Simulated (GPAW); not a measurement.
The system is GaAs.

```
CELL_PARAMETERS angstrom
0.00000 2.82685 2.82685
2.82685 0.00000 2.82685
2.82685 2.82685 0.00000
ATOMIC_POSITIONS crystal
As 0.75000 0.75000 0.75000
Ga 0.00000 0.00000 0.00000
```

Base run:

* Program: GPAW 26.7.0
* Functional: PBE
* Potentials or basis: GPAW PAW data sets (gpaw-data 1.2.1)
* Cutoff: 600 eV
* Basis: pw
* k mesh: 8 × 8 × 8
* Occupations: gaussian, width 0.015 eV
* Spin: no spin polarisation

Its results: band gap on the k mesh 0.59 eV, direct; pressure 4.3 GPa.

Task: The run is repeated on the same cell with these changes: functional from PBE to r2SCAN; occupations from gaussian, width 0.015 eV to fermi-dirac, width 0.05 eV. What comes out?

Result: Band gap on the k mesh 1.07 eV, direct; pressure 1.0 GPa.

Caveats: the PAW data sets were made with another functional, which shifts forces and pressure a little (some runs).
